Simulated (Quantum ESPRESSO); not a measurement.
# Sb (P2_1/m) in Quantum ESPRESSO: a series of runs

One crystal, Sb, is run at these levels: PBEsol; tasks: relaxation of cell and atoms.

All numbers are computed with Quantum ESPRESSO 7.5; they aren't measurements. Logs are shortened: lines on timing, memory, paths and dates and some standing lists are left out, and cuts for length are marked.

## (1) Starting point

Symmetry: P2_1/m, No. 11, monoclinic system. Conventional cell: a = 3.122 Å, b = 4.348 Å, c = 4.406 Å, α = 90.00°, β = 90.51°, γ = 90.00°. Around Sb (site symmetry m) lie 6 Sb at 3.04 to 3.15 Å.

## (2) Relaxation of cell and atoms, PBEsol, target pressure 10 GPa, at which the enthalpy is minimised

pw.in reads:

```
&CONTROL
  calculation = 'vc-relax'
  prefix = 'pwscf'
  outdir = './tmp'
  pseudo_dir = './pseudo'
  tprnfor = .true.
  tstress = .true.
  disk_io = 'low'
  nstep = 40
  forc_conv_thr = 0.0004
  etot_conv_thr = 1d-05
/
&SYSTEM
  ibrav = 0
  celldm(1) = 8
  nat = 2
  ntyp = 1
  ecutwfc = 52
  ecutrho = 414
  nbnd = 22
  occupations = 'smearing'
  smearing = 'fd'
  degauss = 0.00367493
/
&ELECTRONS
  conv_thr = 4d-10
  electron_maxstep = 120
  mixing_beta = 0.5
/
&IONS
  ion_dynamics = 'bfgs'
/
&CELL
  cell_dynamics = 'bfgs'
  press = 100
  press_conv_thr = 0.3
/
ATOMIC_SPECIES
Sb   121.7600 sb_pbesol_v1.4.uspp.F.UPF
CELL_PARAMETERS alat
  0.7375605788730   0.0000000000000   0.0000000000000
  0.0000000000000   1.0269522927351   0.0000000000000
 -0.0091923365175   0.0000000000000   1.0407317032043
ATOMIC_POSITIONS crystal
Sb     0.0113890000    0.2500000000    0.2411660000
Sb     0.9886110000    0.7500000000    0.7588340000
K_POINTS automatic
8 5 5 0 0 0
```

Potentials or basis: GBRV 1.5 PBEsol.

Run with:

```sh
$ OMP_NUM_THREADS=1 mpirun -n 2 pw.x -nk 2 -in pw.in > pw.out
```

pw.out:

```text
This program is part of the open-source Quantum ESPRESSO suite
     for quantum simulation of materials; please cite
         "P. Giannozzi et al., J. Phys.:Condens. Matter 21 395502 (2009);
         "P. Giannozzi et al., J. Phys.:Condens. Matter 29 465901 (2017);
         "P. Giannozzi et al., J. Chem. Phys. 152 154105 (2020);
     in publications or presentations arising from this work. More details at

     Message from routine setup:
     using ibrav=0 with symmetry is DISCOURAGED, use correct ibrav instead

     K-points division:     npool     =       2
     Subspace diagonalization in iterative solution of the eigenvalue problem:
     a serial algorithm will be used

     G-vector sticks info
     --------------------
     sticks:   dense  smooth     PW     G-vecs:    dense   smooth      PW
     Sum        1599     807    243                57395    20457    3379

     Using Slab Decomposition

     bravais-lattice index     =            0
     lattice parameter (alat)  =       8.0000  a.u.
     unit-cell volume          =     403.6052 (a.u.)^3
     number of atoms/cell      =            2
     number of atomic types    =            1
     number of electrons       =        30.00
     number of Kohn-Sham states=           22
     kinetic-energy cutoff     =      52.0000  Ry
     charge density cutoff     =     414.0000  Ry
     scf convergence threshold =      4.0E-10
     mixing beta               =       0.5000
     number of iterations used =            8  plain     mixing
     energy convergence thresh.=      1.0E-05
     force convergence thresh. =      4.0E-04
     press convergence thresh. =      3.0E-01
     Exchange-correlation= SLA  PW   PSX  PSC
                           (   1   4  10   8   0   0   0)
     nstep                     =           40

     celldm(1)=   8.000000  celldm(2)=   0.000000  celldm(3)=   0.000000
     celldm(4)=   0.000000  celldm(5)=   0.000000  celldm(6)=   0.000000

     crystal axes: (cart. coord. in units of alat)
               a(1) = (   0.737561   0.000000   0.000000 )
               a(2) = (   0.000000   1.026952   0.000000 )
               a(3) = (  -0.009192   0.000000   1.040732 )

     reciprocal axes: (cart. coord. in units 2 pi/alat)
               b(1) = (  1.355821 -0.000000  0.011975 )
               b(2) = (  0.000000  0.973755 -0.000000 )
               b(3) = (  0.000000  0.000000  0.960862 )

     PseudoPot. # 1 for Sb read from file:
     sb_pbesol_v1.4.uspp.F.UPF
     Pseudo is Ultrasoft + core correction, Zval = 15.0
     Generated by new atomic code, or converted to UPF format
     Using radial grid of  891 points,  6 beta functions with:
                l(1) =   0
                l(2) =   0
                l(3) =   1
                l(4) =   1
                l(5) =   2
                l(6) =   2
     Q(r) pseudized with  8 coefficients,  rinner =    1.350   1.350   1.350
                                                       1.350   1.350

     atomic species   valence    mass     pseudopotential
     Sb               15.00   121.76000     Sb( 1.00)

      4 Sym. Ops., with inversion, found ( 2 have fractional translation)

   Cartesian axes

     site n.     atom                  positions (alat units)
         1        Sb     tau(   1) = (   0.0061832   0.2567381   0.2509891  )
         2        Sb     tau(   2) = (   0.7221850   0.7702142   0.7897426  )

     number of k points=    63  Fermi-Dirac smearing, width (Ry)=  0.0037
                       cart. coord. in units 2pi/alat
        k(    1) = (   0.0000000   0.0000000   0.0000000), wk =   0.0100000
        k(    2) = (   0.0000000   0.0000000   0.1921725), wk =   0.0200000
        k(    3) = (   0.0000000   0.0000000   0.3843450), wk =   0.0200000
        k(    4) = (   0.0000000   0.1947510   0.0000000), wk =   0.0200000
        k(    5) = (   0.0000000   0.1947510   0.1921725), wk =   0.0400000
        k(    6) = (   0.0000000   0.1947510   0.3843450), wk =   0.0400000
[... 55 lines left out ...]
        k(   62) = (  -0.6779104   0.3895020   0.1861848), wk =   0.0400000
        k(   63) = (  -0.6779104   0.3895020   0.3783573), wk =   0.0400000

     Dense  grid:    57395 G-vectors     FFT dimensions: (  40,  54,  54)

     Smooth grid:    20457 G-vectors     FFT dimensions: (  27,  40,  40)

     Initial potential from superposition of free atoms

     starting charge      28.0000, renormalised to      30.0000
     Starting wfcs are   18 randomized atomic wfcs +    4 random wfcs

     Self-consistent Calculation

     iteration #  1     ecut=    52.00 Ry     beta= 0.50
     Davidson diagonalization with overlap
     ethr =  1.00E-02,  avg # of iterations =  6.3

     total energy              =    -368.77915810 Ry
     estimated scf accuracy    <       2.06157147 Ry

     iteration #  2     ecut=    52.00 Ry     beta= 0.50
     Davidson diagonalization with overlap
     ethr =  6.87E-03,  avg # of iterations =  2.0

     total energy              =    -369.19573062 Ry
     estimated scf accuracy    <       0.02104419 Ry

     iteration #  3     ecut=    52.00 Ry     beta= 0.50
     Davidson diagonalization with overlap
     ethr =  7.01E-05,  avg # of iterations =  3.6
[... 29 lines left out ...]
     total energy              =    -369.19757902 Ry
     estimated scf accuracy    <          9.1E-10 Ry

     iteration #  8     ecut=    52.00 Ry     beta= 0.50
     Davidson diagonalization with overlap
     ethr =  3.04E-12,  avg # of iterations =  3.7

     total energy              =    -369.19757902 Ry
     estimated scf accuracy    <          6.7E-10 Ry

     iteration #  9     ecut=    52.00 Ry     beta= 0.50
     Davidson diagonalization with overlap
     ethr =  2.23E-12,  avg # of iterations =  2.0

     End of self-consistent calculation

          k = 0.0000 0.0000 0.0000 (  2565 PWs)   bands (ev):

   -19.1906 -19.1900 -19.1128 -19.1032 -19.0588 -19.0571 -19.0168 -19.0157
   -19.0089 -18.9351  -2.4586   2.6038   6.3681   6.5013  12.0356  13.0341
    13.2627  13.3917  16.7448  17.1586  17.3159  18.0931

          k = 0.0000 0.0000 0.1922 (  2567 PWs)   bands (ev):

   -19.1817 -19.1680 -19.1109 -19.1024 -19.0551 -19.0534 -19.0209 -19.0195
   -19.0176 -18.9594  -2.1726   1.6521   6.8548   7.0712  11.7281  11.9105
    13.2944  13.3214  16.4578  17.5094  19.2088  19.7365

          k = 0.0000 0.0000 0.3843 (  2562 PWs)   bands (ev):

   -19.1613 -19.1304 -19.1104 -19.0773 -19.0455 -19.0445 -19.0399 -19.0309
   -19.0296 -19.0186  -1.3418   0.0659   7.8784   8.3538   9.6282   9.9872
    14.1005  15.3340  16.2229  18.1911  19.6667  20.3018
[... 349 lines left out ...]
          k =-0.6779 0.3895 0.1862 (  2557 PWs)   bands (ev):

   -19.1115 -19.1059 -19.0963 -19.0717 -19.0658 -19.0601 -19.0548 -19.0395
   -18.9865 -18.9573   1.3250   2.6093   5.6569   6.6906   7.6770   9.1238
    13.1671  13.1921  14.3227  14.9415  18.3029  19.5125

          k =-0.6779 0.3895 0.3784 (  2557 PWs)   bands (ev):

   -19.1143 -19.1130 -19.1099 -19.0912 -19.0584 -19.0572 -19.0536 -19.0459
   -18.9584 -18.9457   1.9845   2.6369   6.1412   6.4803   6.6055   7.1935
    12.2013  12.6712  15.9711  17.0060  21.1487  21.2654

     the Fermi energy is     9.8999 ev

!    total energy              =    -369.19757902 Ry
     estimated scf accuracy    <          1.9E-11 Ry
     smearing contrib. (-TS)   =      -0.00043291 Ry
     internal energy E=F+TS    =    -369.19714610 Ry

     The total energy is F=E-TS. E is the sum of the following terms:
     one-electron contribution =    -162.24010966 Ry
     hartree contribution      =      97.76741091 Ry
     xc contribution           =     -87.12545212 Ry
     ewald contribution        =    -217.59899524 Ry

     convergence has been achieved in   9 iterations

     Forces acting on atoms (cartesian axes, Ry/au):

     atom    1 type  1   force =    -0.00151807    0.00000000    0.00035083
     atom    2 type  1   force =     0.00151807    0.00000000   -0.00035083

     Total force =     0.002203     Total SCF correction =     0.000006

     Computing stress (Cartesian axis) and pressure

          total   stress  (Ry/bohr**3)                   (kbar)     P=      -23.65
  -0.00022291   0.00000000   0.00000576          -32.79        0.00        0.85
   0.00000000  -0.00012402   0.00000000            0.00      -18.24        0.00
   0.00000576   0.00000000  -0.00013541            0.85        0.00      -19.92

     BFGS Geometry Optimization
     Energy error            =      2.3E-02 Ry
     Gradient error          =      1.5E-03 Ry/Bohr
     Cell gradient error     =      1.3E+02 kbar

     number of scf cycles    =   1
     number of bfgs steps    =   0

     enthalpy           new  =    -368.9232138051 Ry

     new trust radius        =       0.0906776082 bohr
     new conv_thr            =       0.0000000004 Ry

     new unit-cell volume =    378.69110 a.u.^3 (    56.11623 Ang^3 )
     density =      7.20602 g/cm^3

CELL_PARAMETERS (alat=  8.00000000)
   0.720915703   0.000000000   0.000106271
   0.000000000   1.006315558   0.000000000
  -0.008834935   0.000000000   1.019520388

ATOMIC_POSITIONS (crystal)
Sb               0.0111322462        0.2500000000        0.2412081372
Sb               0.9888677538        0.7500000000        0.7587918628

     NEW-OLD atomic charge density approx. for the potential
     New effective cutoffs (rho, wfc):  433.02   54.41

     Self-consistent Calculation

     iteration #  1     ecut=    52.00 Ry     beta= 0.50
     Davidson diagonalization with overlap
     ethr =  1.00E-06,  avg # of iterations =  5.7

     Threshold (ethr) on eigenvalues was too large:
     Diagonalizing with lowered threshold

     Davidson diagonalization with overlap
     ethr =  3.62E-08,  avg # of iterations =  2.0

     total energy              =    -369.19844680 Ry
     estimated scf accuracy    <       0.00001072 Ry

[... 215 further cycles ...]
     iteration #  2     ecut=    52.00 Ry     beta= 0.50
     Davidson diagonalization with overlap
     ethr =  6.57E-03,  avg # of iterations =  2.0

     total energy              =    -369.18424741 Ry
     estimated scf accuracy    <       0.01839645 Ry

     iteration #  3     ecut=    52.00 Ry     beta= 0.50
     Davidson diagonalization with overlap
     ethr =  6.13E-05,  avg # of iterations =  3.2

     total energy              =    -369.18551545 Ry
     estimated scf accuracy    <       0.00251041 Ry

     iteration #  4     ecut=    52.00 Ry     beta= 0.50
     Davidson diagonalization with overlap
     ethr =  8.37E-06,  avg # of iterations =  2.5

     total energy              =    -369.18568799 Ry
     estimated scf accuracy    <       0.00003508 Ry
[... 33 lines left out ...]
     total energy              =    -369.18570164 Ry
     estimated scf accuracy    <          9.0E-11 Ry

     iteration # 10     ecut=    52.00 Ry     beta= 0.50
     Davidson diagonalization with overlap
     ethr =  3.00E-13,  avg # of iterations =  2.0

     total energy              =    -369.18570164 Ry
     estimated scf accuracy    <          4.8E-12 Ry

     iteration # 11     ecut=    52.00 Ry     beta= 0.50
     Davidson diagonalization with overlap
     ethr =  1.00E-13,  avg # of iterations =  1.0

     End of self-consistent calculation

          k = 0.0000 0.0000 0.0000 (  2187 PWs)   bands (ev):

   -16.8008 -16.7757 -16.6678 -16.6526 -16.5608 -16.5474 -16.4898 -16.4851
   -16.4789 -16.3704  -1.1167   5.1714   8.0369   8.6432  14.1817  16.1351
    16.3662  16.4762  20.0028  20.0778  21.5836  21.7979

          k = 0.0036 0.0000 0.2078 (  2183 PWs)   bands (ev):

   -16.7872 -16.7393 -16.6794 -16.6337 -16.5540 -16.5422 -16.4965 -16.4934
   -16.4914 -16.4116  -0.7651   3.9481   8.4700   9.2394  14.3451  14.5010
    15.8429  16.7953  20.8352  20.8575  22.5897  23.6154

          k = 0.0072 0.0000 0.4155 (  2182 PWs)   bands (ev):

   -16.7524 -16.7112 -16.6418 -16.5864 -16.5363 -16.5327 -16.5277 -16.5167
   -16.5143 -16.5083   0.2762   1.9373   9.7387  10.4492  11.7558  12.2196
    17.7955  19.2806  19.7077  21.8063  23.4755  24.5996
[... 349 lines left out ...]
          k =-0.7188 0.3974 0.1889 (  2169 PWs)   bands (ev):

   -16.6539 -16.6450 -16.6322 -16.5944 -16.5739 -16.5714 -16.5512 -16.5289
   -16.4452 -16.3957   3.6593   5.1847   7.3090   8.4850  10.2471  11.9204
    15.5804  16.8184  17.0028  18.9108  21.4760  22.2251

          k =-0.7152 0.3974 0.3966 (  2171 PWs)   bands (ev):

   -16.6659 -16.6578 -16.6508 -16.6199 -16.5694 -16.5607 -16.5512 -16.5367
   -16.3974 -16.3765   4.5861   5.4587   7.9182   8.2898   8.7329   9.5021
    14.3282  14.8644  19.8975  21.0594  24.1478  24.5655

     the Fermi energy is    12.5493 ev

!    total energy              =    -369.18570164 Ry
     estimated scf accuracy    <          3.3E-13 Ry
     smearing contrib. (-TS)   =      -0.00039652 Ry
     internal energy E=F+TS    =    -369.18530512 Ry

     The total energy is F=E-TS. E is the sum of the following terms:
     one-electron contribution =    -143.00088381 Ry
     hartree contribution      =      90.91199341 Ry
     xc contribution           =     -87.35405919 Ry
     ewald contribution        =    -229.74235553 Ry

     convergence has been achieved in  11 iterations

     Forces acting on atoms (cartesian axes, Ry/au):

     atom    1 type  1   force =     0.00002821    0.00000000    0.00004709
     atom    2 type  1   force =    -0.00002821    0.00000000   -0.00004709

     Total force =     0.000078     Total SCF correction =     0.000000

     Computing stress (Cartesian axis) and pressure

          total   stress  (Ry/bohr**3)                   (kbar)     P=       99.53
   0.00067490   0.00000000   0.00000021           99.28        0.00        0.03
   0.00000000   0.00067709   0.00000000            0.00       99.60        0.00
   0.00000021   0.00000000   0.00067781            0.03        0.00       99.71

=------------------------------------------------------------------------------=
   JOB DONE.
=------------------------------------------------------------------------------=
```

Wall time 12 min (2 MPI ranks of Arm Neoverse V2, shared host); peak memory 0.4 GiB.

What came out:

| Property | Result |
| --- | --- |
| Free energy | -5023.0274 eV |
| Relaxed volume | 25.45 Å³/atom |
| Relaxed cell | a = 2.932 Å, b = 4.261 Å, c = 4.079 Å, α = 90.00°, β = 92.49°, γ = 90.00° |
| Space group after relaxing (to 0.05 Å) | R-3m (No. 166) |
| Energy change on relaxing (the enthalpy is what falls) | +80.3 meV/atom |
| Ionic steps | 39 |
| Pressure after relaxing | 10.0 GPa |
| Band gap on the k mesh | none (metal or under the smearing width) |

Step by step:
| step | energy change (eV) | largest force (eV/Å) | pressure (GPa) | volume (Å³) |
| --- | --- | --- | --- | --- |
| 1 | 0.0000 | 0.0401 | -2.37 | 59.81 |
| 2 | -0.0119 | 0.1103 | 1.66 | 56.12 |
| 3 | 0.1628 | 0.2153 | 10.17 | 51.01 |
| 4 | 0.1589 | 0.1812 | 10.06 | 51.04 |
| 5 | 0.1583 | 0.1477 | 10.05 | 51.03 |
| 6 | 0.1574 | 0.1025 | 10.04 | 51.02 |
| 7 | 0.1568 | 0.0451 | 10.03 | 51.01 |
| 8 | 0.1562 | 0.0190 | 10.01 | 51.01 |
| 9 | 0.1558 | 0.0190 | 10.00 | 51.02 |
| 10 | 0.1554 | 0.0202 | 9.99 | 51.02 |
| 11 | 0.1551 | 0.0218 | 9.98 | 51.03 |
| 12 | 0.1549 | 0.0227 | 9.98 | 51.03 |
| 13 | 0.1548 | 0.0220 | 9.98 | 51.03 |
| 14 | 0.1549 | 0.0192 | 9.98 | 51.02 |
| 15 | 0.1555 | 0.0140 | 9.99 | 51.01 |
| 16 | 0.1568 | 0.0130 | 10.00 | 50.99 |
| 17 | 0.1571 | 0.0123 | 10.01 | 50.98 |
| 18 | 0.1570 | 0.0117 | 10.01 | 50.98 |
| 19 | 0.1568 | 0.0109 | 10.00 | 50.98 |
| 20 | 0.1567 | 0.0098 | 10.00 | 50.98 |
| 21 | 0.1566 | 0.0081 | 9.99 | 50.98 |
| 22 | 0.1567 | 0.0049 | 9.98 | 50.98 |
| 23 | 0.1572 | 0.0006 | 9.98 | 50.97 |
| 24 | 0.1577 | 0.0016 | 9.99 | 50.96 |
| 25 | 0.1582 | 0.0011 | 10.00 | 50.95 |
| 26 | 0.1583 | 0.0016 | 10.01 | 50.95 |
| 27 | 0.1584 | 0.0022 | 10.01 | 50.95 |
| 28 | 0.1586 | 0.0030 | 10.01 | 50.95 |
| 29 | 0.1588 | 0.0039 | 10.02 | 50.94 |
| 30 | 0.1592 | 0.0051 | 10.02 | 50.94 |
| 31 | 0.1598 | 0.0072 | 10.03 | 50.92 |
| 32 | 0.1608 | 0.0102 | 10.04 | 50.91 |
| 33 | 0.1615 | 0.0128 | 10.05 | 50.89 |
| 34 | 0.1622 | 0.0170 | 10.06 | 50.88 |
| 35 | 0.1610 | 0.0133 | 10.05 | 50.90 |
| 36 | 0.1608 | 0.0116 | 10.04 | 50.90 |
| 37 | 0.1607 | 0.0094 | 10.03 | 50.90 |
| 38 | 0.1606 | 0.0062 | 10.02 | 50.90 |
| 39 | 0.1605 | 0.0014 | 10.01 | 50.90 |

Final structure:
```
CELL_PARAMETERS angstrom
2.93126 0.00000 -0.05080
0.00000 4.26096 0.00000
-0.10654 0.00000 4.07731
ATOMIC_POSITIONS crystal
Sb 0.99967 0.25000 0.24996
Sb 0.00033 0.75000 0.75004
```

Levels at points of the mesh, in eV from the Fermi level:
| k point | band 12 | band 13 | band 14 | band 15 | band 16 | band 17 | band 18 | band 19 |
| --- | --- | --- | --- | --- | --- | --- | --- | --- |
| (0.00, 0.00, 0.00) | -7.38 | -4.51 | -3.91 | 1.63 | 3.59 | 3.82 | 3.93 | 7.45 |
| (-0.50, 0.00, 0.00) | -6.71 | -3.52 | -2.10 | -2.08 | -1.38 | 4.40 | 4.57 | 5.35 |

(Part 1 of 2 ends here.)
